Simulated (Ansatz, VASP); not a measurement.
One calculation of Mo, two programs

The input INCAR:

```
PREC = Accurate
ENCUT = 520
EDIFF = 1E-6
ISMEAR = 1
SIGMA = 0.1
LREAL = False
LASPH = True
NELM = 60
ALGO = Normal
ISIF = 2
LWAVE = False
LCHARG = False
GGA = CA
NBANDS = 28
```

File KPOINTS:

```
Automatic mesh
0
Gamma
  16 16 1
```

Contents of POSCAR:

```
Mo
1.0
    3.1150000000      0.0000000000      0.0000000000
    0.0000000000      3.1150000000      0.0000000000
    0.0000000000      0.0000000000     15.1150000000
Mo
3
Direct
    0.0000000000      0.0000000000      0.3969566656
    0.5000000000      0.5000000000      0.5000000000
    0.0000000000      0.0000000000      0.6030433344
```

Input for Ansatz:

```yaml
crystal:
  lattice:
    - [3.115, 0.0, 0.0]
    - [0.0, 3.115, 0.0]
    - [0.0, 0.0, 15.115]
  atoms:
    - { symbol: Mo, position: [0.0, 0.0, 0.3969566656] }
    - { symbol: Mo, position: [0.5, 0.5, 0.5] }
    - { symbol: Mo, position: [0.0, 0.0, 0.6030433344] }
scf:
  occupations: { method: methfessel_paxton, width: 0.1 }
output:
  forces: true
  stress: false
  eigenvalues: true
  write_density: true
  write_potential: true
  elf: true
  volumetric_format: npy
hamiltonian:
  xc: lda
kpoints:
  mp_grid: { grid: [16, 16, 1] }
```

Alike in both runs: task single point; functional LDA; k mesh 16 × 16 × 1; occupations methfessel-paxton of order 1, width 0.1 eV; no spin polarisation.

```csv
,VASP,Ansatz
version,VASP 6.6.1,Ansatz 0.2.0
potentials or method,"VASP PAW LDA potentials, release 64 (Mo_sv)","scalar-relativistic, plane waves, PAW"
plane-wave cutoff (eV),520,420
valence electrons in the cell,42,42
```

VASP gave:

| Quantity | Value |
| --- | --- |
| gap on the k mesh at the Fermi level (eV) | none |
| rms of the force components (eV/Å) | 0.709 |

Problem. Estimate Ansatz's values.

Solution. gap on the k mesh at the Fermi level (eV): none; rms of the force components (eV/Å): 0.739.

Atom by atom the forces differ by 0.030 eV/Å (rms over components). A gap of «none» marks a metal or a gap that the smearing closes. Ansatz warned: «xc_potential_rough_in_thin_density».
